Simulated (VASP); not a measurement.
# InAs (F-43m) in VASP: further runs

Aim: see how the results for InAs move with the level of theory and the settings. Levels: PBEsol, LDA, PBE, r2SCAN. Tasks: single point, relaxation of cell and atoms.

Everything below comes from runs of VASP 6.6.1. Logs are shortened: lines on timing, memory, paths and dates and some standing lists are left out, and cuts for length are marked.

**Measured values to compare with.**

A printed reference work, data compilation reports, for a bulk crystal of InAs at 4.2 K: band gap 0.418 eV (direct).

The runs below are set against these values where they give the same quantity.

### 1 The cell of the first run

It takes space group F-43m (No. 216, cubic). Conventional cell: a = 6.090 Å, b = 6.090 Å, c = 6.090 Å, α = 90.00°, β = 90.00°, γ = 90.00°. In (site symmetry -43m) has 4 As at 2.64 Å within 3.5 Å. Within 3.5 Å of As (site symmetry -43m) lie 4 In at 2.64 Å.

### 2 Single point, PBEsol

INCAR reads:

```
ALGO = Normal
EDIFF = 1E-7
ENCUT = 520
GGA = PS
ISIF = 2
ISMEAR = -1
LASPH = True
LCHARG = False
LREAL = False
LWAVE = False
NBANDS = 16
NELM = 60
PREC = Accurate
SIGMA = 0.02
```

KPOINTS reads:

```
k-points
0
Gamma
  6 6 6
```

POSCAR reads:

```
InAs
1.0
    0.0000000000      3.0449566478      3.0449566478
    3.0449566478      0.0000000000      3.0449566478
    3.0449566478      3.0449566478      0.0000000000
In As
1 1
Direct
    0.0000000000      0.0000000000      0.0000000000
    0.2500000000      0.2500000000      0.2500000000
```

Potentials or basis: VASP PAW PBE potentials, release 64 (In_d, As).

The run is started by

```
$ cat potpaw_PBE.64/In_d/POTCAR potpaw_PBE.64/As/POTCAR > POTCAR
$ mpirun -np 1 vasp_std > vasp.out
```

OUTCAR:

```text
EDIFF = 1E-7
   ENCUT = 520
   GGA = PS
   ISIF = 2
   ISMEAR = -1
   LASPH = True
   LREAL = False
   NELM = 60
   PREC = Accurate

 ion  position               nearest neighbor table
   1  0.000  0.000  0.000-   2 2.64   2 2.64   2 2.64   2 2.64
   2  0.250  0.250  0.250-   1 2.64   1 2.64   1 2.64   1 2.64

  LATTYP: Found a face centered cubic cell.
 ALAT       =     6.0899132956

  Lattice vectors:

 A1 = (   0.0000000000,   3.0449566478,   3.0449566478)
 A2 = (   3.0449566478,   0.0000000000,   3.0449566478)
 A3 = (   3.0449566478,   3.0449566478,   0.0000000000)

Analysis of symmetry for initial positions (statically):
=====================================================================
 Subroutine PRICEL returns:
 Original cell was already a primitive cell.

 Routine SETGRP: Setting up the symmetry group for a
 face centered cubic supercell.

 Subroutine GETGRP returns: Found 24 space group operations
 (whereof 24 operations were pure point group operations)
 out of a pool of 48 trial point group operations.

The static configuration has the point symmetry T_d .

Analysis of symmetry for dynamics (positions and initial velocities):
=====================================================================
 Subroutine PRICEL returns:
 Original cell was already a primitive cell.

 Routine SETGRP: Setting up the symmetry group for a
 face centered cubic supercell.

 Subroutine GETGRP returns: Found 24 space group operations
 (whereof 24 operations were pure point group operations)
 out of a pool of 48 trial point group operations.

The dynamic configuration has the point symmetry T_d .

 Subroutine INISYM returns: Found 24 space group operations
 (whereof 24 operations are pure point group operations),
 and found     1 'primitive' translations

----------------------------------------------------------------------------------------

                                     Primitive cell

  volume of cell :      56.4642

  direct lattice vectors                    reciprocal lattice vectors
     0.000000000  3.044956648  3.044956648    -0.164205950  0.164205950  0.164205950
     3.044956648  0.000000000  3.044956648     0.164205950 -0.164205950  0.164205950
     3.044956648  3.044956648  0.000000000     0.164205950  0.164205950 -0.164205950

  length of vectors
     4.306218988  4.306218988  4.306218988     0.284413049  0.284413049  0.284413049

  position of ions in fractional coordinates (direct lattice)
     0.000000000  0.000000000  0.000000000
     0.250000000  0.250000000  0.250000000

  ion indices of the primitive-cell ions
   primitive index   ion index
                 1           1
                 2           2

----------------------------------------------------------------------------------------

 KPOINTS: k-points

Automatic generation of k-mesh.
 Grid dimensions read from file:
 generate k-points for:    6    6    6

 Generating k-lattice:

  Cartesian coordinates                     Fractional coordinates (reciprocal lattice)
    -0.027367658  0.027367658  0.027367658     0.166666667  0.000000000  0.000000000
     0.027367658 -0.027367658  0.027367658     0.000000000  0.166666667  0.000000000
     0.027367658  0.027367658 -0.027367658     0.000000000  0.000000000  0.166666667

  Length of vectors
     0.047402175  0.047402175  0.047402175

  Shift w.r.t. Gamma in fractional coordinates (k-lattice)
     0.000000000  0.000000000  0.000000000

 Subroutine IBZKPT returns following result:
 ===========================================

 Found     16 irreducible k-points:

 Following reciprocal coordinates:
            Coordinates               Weight
  0.000000  0.000000  0.000000      1.000000
  0.166667  0.000000  0.000000      8.000000
  0.333333  0.000000  0.000000      8.000000
  0.500000  0.000000  0.000000      4.000000
  0.166667  0.166667  0.000000      6.000000
  0.333333  0.166667  0.000000     24.000000
[... 8 lines left out ...]
 -0.333333  0.333333  0.166667     24.000000
 -0.333333  0.500000  0.166667     12.000000
   k-points           NKPTS =     16   k-points in BZ     NKDIM =     16   number of bands    NBANDS=     16
   number of dos      NEDOS =    301   number of ions     NIONS =      2
   total plane-waves  NPLWV =  32768
   dimension x,y,z NGX =    32 NGY =   32 NGZ =   32
   dimension x,y,z NGXF=    64 NGYF=   64 NGZF=   64
   ions per type =               1   1
   NGX,Y,Z   is equivalent  to a cutoff of  12.35, 12.35, 12.35 a.u.
   NGXF,Y,Z  is equivalent  to a cutoff of  24.71, 24.71, 24.71 a.u.
 SYSTEM =  unknown system
   PREC   = accura    normal or accurate (medium, high low for compatibility)
   ISTART =      0    job   : 0-new  1-cont  2-samecut
   ICHARG =      2    charge: 1-file 2-atom 10-const
   ISPIN  =      1    spin polarized calculation?
   LNONCOLLINEAR =      F non collinear calculations
   LSORBIT =      F    spin-orbit coupling
   LASPH  =      T    aspherical Exc in radial PAW
   ENCUT  =  520.0 eV  38.22 Ry    6.18 a.u.   8.01  8.01  8.01*2*pi/ulx,y,z
   NELM   =     60;   NELMIN=  2; NELMDL= -5     # of ELM steps
   EDIFF  = 0.1E-06   stopping-criterion for ELM
   LREAL  =      F    real-space projection
   EDIFFG = 0.1E-05   stopping-criterion for IOM
   NSW    =      0    number of steps for IOM
   IBRION =     -1    ionic relax: 0-MD 1-quasi-New 2-CG
   NFREE  =      0    steps in history (QN), initial steepest desc. (CG)
   ISIF   =      2    stress and relaxation
   ISYM   =      2    0-nonsym 1-usesym 2-fastsym
   POTIM  = 0.5000    time-step for ionic-motion
   TEBEG  =    0.0;   TEEND  =   0.0 temperature during run
   PSTRESS=    0.0 pullay stress
   NELECT =      18.0000    total number of electrons
   NUPDOWN=      -1.0000    fix difference up-down
   EMIN   =  10.00;   EMAX   =-10.00  energy-range for DOS
   EFERMI =   0.00;   METHOD = LEGACY
   ISMEAR =    -1;   SIGMA  =   0.02  broadening in eV -4-tet -1-fermi 0-gaus
   EFERMI_NEDOS =   21; number of points for ismear=-14 and -15
   IALGO  =     38    algorithm
   IMIX   =      4    mixing-type and parameters
     AMIX     =   0.40;   BMIX     =  1.00
     AMIX_MAG =   1.60;   BMIX_MAG =  1.00
  volume/ion in A,a.u.               =      28.23       190.52
  Fermi-wavevector in a.u.,A,eV,Ry     =   1.118342  2.113360 17.016648  1.250688
  Thomas-Fermi vector in A             =   2.254972
   LORBIT       =      0    0 simple, 1 ext, 2 COOP (PROOUT), +10 PAW based schemes
   GGA     = PS    functional components
   LHFCALC =     F    Hartree Fock is set to
   AEXX    =    0.0000 exact exchange contribution
   IVDW    =     0    specifies the selected vdW correction
   LEPSILON=     F    determine dielectric tensor
   LRPA    =     F    only Hartree local field effects (RPA)
 non-spin polarized calculation
  energy-cutoff  :      520.00
  volume of cell :       56.46
 maximum number of plane-waves:      1536
   NGX = 17   NGY = 17   NGZ = 17

 number of electron      17.9999992 magnetization

 Free energy of the ion-electron system (eV)
  ---------------------------------------------------
  ext. energy  EPLUGINS =         0.00000000
  ---------------------------------------------------
  free energy    TOTEN  =        -8.47126399 eV

  energy without entropy =       -8.47091037  energy(sigma->0) =       -8.47108718

 E-fermi :   4.1827     XC(G=0):  -9.1888

 val. band max:        4.1688522970   @ k =   0.0000   0.0000   0.0000
 cond. band min:       4.9940166019   @ k =   0.5000   0.0000   0.0000
 fundamental gap:      0.8251643049
 Fermi energy:         4.1827152281

 k-point     1 :       0.0000    0.0000    0.0000
  band No.  band energies     occupation
      1     -10.1291      2.00000
      2     -10.1291      2.00000
      3     -10.1291      2.00000
      4     -10.0101      2.00000
      5     -10.0101      2.00000
      6      -7.5857      2.00000
[... 8 lines left out ...]
     15      13.7744      0.00000
     16      13.7744      0.00000

 k-point     2 :       0.1667    0.0000    0.0000
  band No.  band energies     occupation
      1     -10.1609      2.00000
      2     -10.1199      2.00000
      3     -10.1199      2.00000
      4     -10.0101      2.00000
      5     -10.0101      2.00000
      6      -7.3117      2.00000
[... 8 lines left out ...]
     15      12.6739      0.00000
     16      12.6739      0.00000

 k-point     3 :       0.3333    0.0000    0.0000
  band No.  band energies     occupation
      1     -10.2191      2.00000
      2     -10.1048      2.00000
      3     -10.1048      2.00000
      4     -10.0065      2.00000
      5     -10.0065      2.00000
      6      -6.6315      2.00000
[... 8 lines left out ...]
     15      13.1381      0.00000
     16      13.1381      0.00000

 k-point     4 :       0.5000    0.0000    0.0000
  band No.  band energies     occupation
      1     -10.2460      2.00000
      2     -10.0993      2.00000
      3     -10.0993      2.00000
      4     -10.0025      2.00000
      5     -10.0025      2.00000
      6      -6.1645      2.00000
[... 8 lines left out ...]
     15      14.7821      0.00000
     16      14.7821      0.00000
[... 172 lines left out ...]
 k-point    14 :       0.5000    0.3333    0.1667
  band No.  band energies     occupation
      1     -10.2586      2.00000
      2     -10.0875      2.00000
      3     -10.0757      2.00000
      4     -10.0243      2.00000
      5      -9.9993      2.00000
      6      -6.1168      2.00000
[... 8 lines left out ...]
     15      14.5959      0.00000
     16      15.9338      0.00000

 k-point    15 :      -0.3333    0.3333    0.1667
  band No.  band energies     occupation
      1     -10.2705      2.00000
      2     -10.0871      2.00000
      3     -10.0679      2.00000
      4     -10.0205      2.00000
      5     -10.0029      2.00000
      6      -5.7590      2.00000
[... 8 lines left out ...]
     15      14.8348      0.00000
     16      15.7885      0.00000

 k-point    16 :      -0.3333    0.5000    0.1667
  band No.  band energies     occupation
      1     -10.2861      2.00000
      2     -10.0744      2.00000
      3     -10.0580      2.00000
      4     -10.0309      2.00000
      5      -9.9974      2.00000
      6      -5.6046      2.00000
[... 8 lines left out ...]
     15      15.6436      0.00000
     16      15.8222      0.00000

------------------------ aborting loop because EDIFF is reached ----------------------------------------

  FORCE on cell =-STRESS in cart. coord.  units (eV):
  Direction    XX          YY          ZZ          XY          YZ          ZX
  --------------------------------------------------------------------------------------
  -------------------------------------------------------------------------------------
  Total        0.0293609      0.0293609      0.0293609      0.0000000     -0.0000000      0.0000000
  in kB        0.8331183      0.8331183      0.8331183      0.0000000     -0.0000000      0.0000000
  external PRESSURE =       0.8331183 kB  Pullay stress =       0.0000000 kB

 VOLUME and BASIS-vectors are now :
 -----------------------------------------------------------------------------
  energy-cutoff  :      520.00
  volume of cell :       56.46
      direct lattice vectors                 reciprocal lattice vectors
     0.000000000  3.044956648  3.044956648    -0.164205950  0.164205950  0.164205950
     3.044956648  0.000000000  3.044956648     0.164205950 -0.164205950  0.164205950
     3.044956648  3.044956648  0.000000000     0.164205950  0.164205950 -0.164205950

 POSITION                                       TOTAL-FORCE (eV/Angst)
 -----------------------------------------------------------------------------------
      0.00000      0.00000      0.00000         0.000000     -0.000000     -0.000000
      1.52248      1.52248      1.52248        -0.000000      0.000000      0.000000
 -----------------------------------------------------------------------------------
    total drift:                               -0.000000     -0.000000     -0.000000

  FREE ENERGIE OF THE ION-ELECTRON SYSTEM (eV)
  ---------------------------------------------------
  free  energy   TOTEN  =        -8.4712639900 eV

  energy  without entropy=       -8.4709103658  energy(sigma->0) =       -8.47108718
```

It took 6.2 s on 1 thread of Intel Xeon 6975P-C (Granite Rapids), shared host; peak memory 0.17 GiB.

Results:

```yaml
Free_energy: -8.4713 eV
Pressure: 0.1 GPa
Band_gap_on_the_k_mesh: zero (filled and empty bands touch)
```

Caveat: semilocal functionals underestimate gaps, so a narrow gap can read as zero; the PAW data sets were made with another functional, which shifts forces and pressure a little; spin-orbit coupling is left out, which moves the levels of the heavy elements.

### 3 Single point, LDA

This run uses another cell than the first one, of 27.39 Å³/atom.

INCAR reads:

```
SYSTEM = InAs
PREC = Accurate
ENCUT = 520
EDIFF = 1E-6
ISMEAR = -1
SIGMA = 0.02
LREAL = .FALSE.
LASPH = .TRUE.
NELM = 60
ALGO = Normal
ISIF = 2
LWAVE = .FALSE.
LCHARG = .FALSE.
GGA = CA
NBANDS = 16
```

KPOINTS reads:

```
Automatic mesh
0
G
  6 6 6
  0 0 0
```

POSCAR reads:

```
InAs
1.0
    0.0000000000      3.0145121494      3.0145121494
    3.0145121494      0.0000000000      3.0145121494
    3.0145121494      3.0145121494      0.0000000000
In As
1 1
Direct
    0.0000000000      0.0000000000      0.0000000000
    0.2500000000      0.2500000000      0.2500000000
```

Potentials or basis: VASP PAW LDA potentials, release 64 (In_d, As).

The run is started by

```
$ cat potpaw_LDA.64/In_d/POTCAR potpaw_LDA.64/As/POTCAR > POTCAR
$ mpirun -np 1 vasp_std > vasp.out
```

Run time: 4.9 s. Hardware: 1 thread of Intel Xeon 6975P-C (Granite Rapids), shared host; peak memory 0.16 GiB.

The run converged. Its results:

```
Free energy            : -9.0093 eV
Pressure               : 0.1 GPa
Band gap on the k mesh : zero (filled and empty bands touch)
```

Levels at points of the mesh, in eV from the Fermi level:
| k point | band 7 | band 8 | band 9 | band 10 | band 11 | band 12 |
| --- | --- | --- | --- | --- | --- | --- |
| (0.00, 0.00, 0.00) | -0.37 | -0.01 | -0.01 | -0.01 | 3.81 | 3.81 |
| (0.50, 0.00, 0.00) | -5.90 | -1.03 | -1.03 | 0.81 | 4.59 | 4.59 |
| (0.50, 0.50, 0.00) | -5.97 | -2.39 | -2.39 | 1.38 | 1.94 | 9.04 |

Caveat: semilocal functionals underestimate gaps, so a narrow gap can read as zero; spin-orbit coupling is left out, which moves the levels of the heavy elements.

(Part 1 of 3 ends here.)
